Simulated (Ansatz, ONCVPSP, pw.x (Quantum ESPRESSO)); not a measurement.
## pw.x on bcc Si: one setting changed

Potential: optimised norm-conserving Vanderbilt (ONCV), ONCVPSP 4.0.1.1 (patched build), LDA (Perdew-Wang 92); core [Ne], reference 3s2 3p2; waves: 3s: rc 1.95 bohr, ncon 4, nbas 9, qcut 4.1 1/bohr, 2 projectors, debl 3.5 Ha; 3p: rc 2.40 bohr, ncon 4, nbas 7, qcut 3.5 1/bohr, 2 projectors, debl 1.6 Ha; d scattering state at 0.07 Ha: rc 2.15 bohr, ncon 3, nbas 6, qcut 5.3 1/bohr, 3 projectors, debl 1.8 Ha; local part: polynomial inside 1.65 bohr (lpopt 5, dvloc0 3 Ha); core correction: none.

The reference run (k-mesh 15³, cutoffs 35/140 Ry, Fermi–Dirac 0.01 Ry, mixing_beta 0.4, conv_thr 1e-9, no spin) gives 0.12 GPa at 14.087 Å³/atom, where all-electron LAPW gives 0.22 GPa. This run, with its own iteration cap, changes k-mesh points per axis to 8.

```
&control
  calculation='scf', prefix='x', pseudo_dir='./', outdir='./tmp', tstress=.true., disk_io='none'
/
&system
  ibrav=0, nat=1, ntyp=1, ecutwfc=35, ecutrho=140, nbnd=9,
  occupations='smearing', smearing='fd', degauss=0.01
/
&electrons
  conv_thr=1e-09, mixing_beta=0.4, electron_maxstep=60
/
ATOMIC_SPECIES
Si 1.0 Si.UPF
CELL_PARAMETERS angstrom
  -1.52143303 1.52143303 1.52143303
  1.52143303 -1.52143303 1.52143303
  1.52143303 1.52143303 -1.52143303
ATOMIC_POSITIONS crystal
Si 0.0000 0.0000 0.0000
K_POINTS automatic
8 8 8 0 0 0
```

```bash
pw.x < Si.scf.in > Si.scf.out
```

**Question.** How does the run end?

**Answer.** It converges in 6 iterations; the free energy moves by -9.1 meV/atom and the pressure by -0.26 GPa.

```
Message from routine setup:
     using ibrav=0 with symmetry is DISCOURAGED, use correct ibrav instead
     lattice parameter (alat)  =       4.9798  a.u.
     unit-cell volume          =      95.0638 (a.u.)^3
     number of electrons       =         4.00
     number of Kohn-Sham states=            9
     kinetic-energy cutoff     =      35.0000  Ry
     charge density cutoff     =     140.0000  Ry
     scf convergence threshold =      1.0E-09
     Exchange-correlation= SLA  PW   NOGX NOGC
     number of k points=    29  Fermi-Dirac smearing, width (Ry)=  0.0100
     iteration #  1     ecut=    35.00 Ry     beta= 0.40
     total energy              =      -7.91184345 Ry
     estimated scf accuracy    <       0.00325693 Ry
     iteration #  2     ecut=    35.00 Ry     beta= 0.40
     total energy              =      -7.91159250 Ry
     estimated scf accuracy    <       0.00101204 Ry
     iteration #  3     ecut=    35.00 Ry     beta= 0.40
     total energy              =      -7.91163299 Ry
     estimated scf accuracy    <       0.00000465 Ry
     iteration #  4     ecut=    35.00 Ry     beta= 0.40
     total energy              =      -7.91163367 Ry
     estimated scf accuracy    <       0.00000006 Ry
     iteration #  5     ecut=    35.00 Ry     beta= 0.40
     total energy              =      -7.91163369 Ry
     estimated scf accuracy    <          1.8E-09 Ry
     iteration #  6     ecut=    35.00 Ry     beta= 0.40
     the Fermi energy is    10.8222 ev
!    total energy              =      -7.91163369 Ry
     estimated scf accuracy    <          5.2E-11 Ry
     smearing contrib. (-TS)   =      -0.00304540 Ry
     The total energy is F=E-TS. E is the sum of the following terms:
     one-electron contribution =       4.64782499 Ry
     hartree contribution      =       0.02822760 Ry
     xc contribution           =      -2.45840130 Ry
     ewald contribution        =     -10.12623959 Ry
     convergence has been achieved in   6 iterations
          total   stress  (Ry/bohr**3)                   (kbar)     P=       -1.33
     Message from routine punch:
     Nothing written, as per user request (disk_io='none')
```

The run took about 1.5 s on one core of a shared host (Intel(R) Xeon(R) 6975P-C, 192 threads, 756 GiB, load 195).
